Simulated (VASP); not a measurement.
**VASP inputs for HfS2 (strained 1T (CdI2) bulk)**

INCAR

```
EDIFF = 1E-7
IBRION = -1
LWAVE = .FALSE.
ISMEAR = -1
NSW = 0
ISIF = 2
ENCUT = 520
PREC = Accurate
GGA = PE
NBANDS = 18
LASPH = .TRUE.
NELM = 120
LREAL = .FALSE.
SIGMA = 0.02
LCHARG = .FALSE.
```

KPOINTS

```
KPOINTS created by Atomic Simulation Environment
0
Gamma
12 12 4
0 0 0
```

KPOINTS_OPT

```
special points
9
Reciprocal
0.0000000000 0.0000000000 0.0000000000 1
0.5000000000 0.0000000000 0.0000000000 1
0.3333333333 0.3333333333 0.0000000000 1
0.0000000000 0.0000000000 0.5000000000 1
0.5000000000 0.0000000000 0.5000000000 1
0.3333333333 0.3333333333 0.5000000000 1
0.0000000000 0.2500000000 0.2500000000 1
-0.1250000000 0.0625000000 0.0000000000 1
0.0000000000 0.5000000000 0.5000000000 1
```

POSCAR

```
Hf S
 1.0000000000000000
     3.7029018776946314   -0.0000000000288675    0.0000000000000000
    -1.8514509388223157    3.2068070938190831    0.0000000000000000
     0.0000000000000000    0.0000000000000000    5.9959253135999999
 Hf  S
   1   2
Cartesian
 -0.0000000000000000 -0.0000000000000000  0.0000000000000000
  0.0000000000166666  2.1378713958697659  1.4087644449319816
  1.8514509388556488  1.0689356979204494  4.5871608686680174
```

VASP ran with the recommended PBE PAW datasets (22 valence electrons in the cell).

Problem. Estimate the main results of this run.

Solution. gap between bands v and c 1.24 eV; least direct gap 1.93 eV; pressure -0.9 GPa; largest force 0.04 eV/Å.

Band v is the last that the valence electrons fill when counted band by band, and c is the next. Levels in eV from the top of v:

```json
{"point": "Γ", "v−1": "-0.18", "v": "-0.04", "c": "1.92", "c+1": "1.92"}
{"point": "M", "v−1": "-1.75", "v": "-1.38", "c": "1.34", "c+1": "3.71"}
{"point": "K", "v−1": "-2.01", "v": "-1.60", "c": "2.41", "c+1": "3.58"}
{"point": "A", "v−1": "-0.27", "v": "-0.27", "c": "1.89", "c+1": "1.89"}
{"point": "L", "v−1": "-1.20", "v": "-0.89", "c": "1.24", "c+1": "3.76"}
{"point": "H", "v−1": "-1.72", "v": "-1.72", "c": "2.59", "c+1": "3.36"}
```
